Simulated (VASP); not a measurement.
Set up this calculation in VASP 6.6.1, as the native input.

- Task: single point
- Functional: PBE
- Potentials or basis: VASP PAW PBE potentials, release 64 (N_GW, B_GW)
- Cutoff: 500 eV
- k mesh: 7 × 7 × 5
- Occupations: gaussian, width 0.02 eV
- Spin: no spin polarisation
- Further INCAR settings: ALGO = Normal; EDIFF = 1e-07; NBANDS = 11

The structure of BN lies in POSCAR:

```
BN
1.0
    2.5080409239      0.0000000000      0.0000000000
   -1.2467107647      2.1762310413      0.0000000000
   -0.6306650796     -1.0881155206      3.0225400000
N B
1 1
Direct
    0.6685060000      0.3323850000      0.9849990000
    0.9796430000      0.9834990000      0.0018060000
```

The cell comes from a database or a generator and needn't be the stable form of this composition.

These files were run (other wordings do the same):

INCAR

```
PREC     = Accurate       # precision mode
ENCUT    = 500            # plane-wave cutoff, eV
EDIFF    = 1E-7           # SCF threshold, eV
ISMEAR   = 0              # smearing method
SIGMA    = 0.02           # smearing width, eV
LREAL    = F              # projectors in reciprocal space
LASPH    = T              # aspherical terms in the spheres
NELM     = 80             # most SCF steps
ALGO     = Normal         # electronic algorithm
ISIF     = 2              # what is computed and relaxed
LWAVE    = F              # write WAVECAR
LCHARG   = F              # write CHGCAR
GGA      = PE             # functional
NBANDS   = 11             # bands
```

KPOINTS

```
Automatic mesh
0
Gamma
  7 7 5
```

Potentials or basis: VASP PAW PBE potentials, release 64 (N_GW, B_GW).

Command:

```sh
$ cat potpaw_PBE.64/N_GW/POTCAR potpaw_PBE.64/B_GW/POTCAR > POTCAR
$ mpirun -np 1 vasp_std > vasp.out
```

It gave:

```json
{
  "Pressure": "4.0 GPa",
  "Largest force": "2.700 eV/Å",
  "Band gap on the k mesh": "3.19 eV, indirect (least direct gap 4.85 eV)"
}
```

Caveat: the k mesh is coarse (spacing up to 0.44 Å⁻¹), so the values aren't converged; the cutoff is under 1.25 times the usual one of these potentials, so pressure, stress and relaxed cells hold a basis-set (Pulay) error; an odd mesh through Γ misses points on the zone boundary, where band edges often lie; forces of over 1 eV/Å show positions far from the minimum, so gaps and moduli don't describe the material at rest.

Wall time 11 s on 1 thread of Intel(R) Xeon(R) Platinum 8488C (Sapphire Rapids) (shared host), peak memory 0.13 GiB.
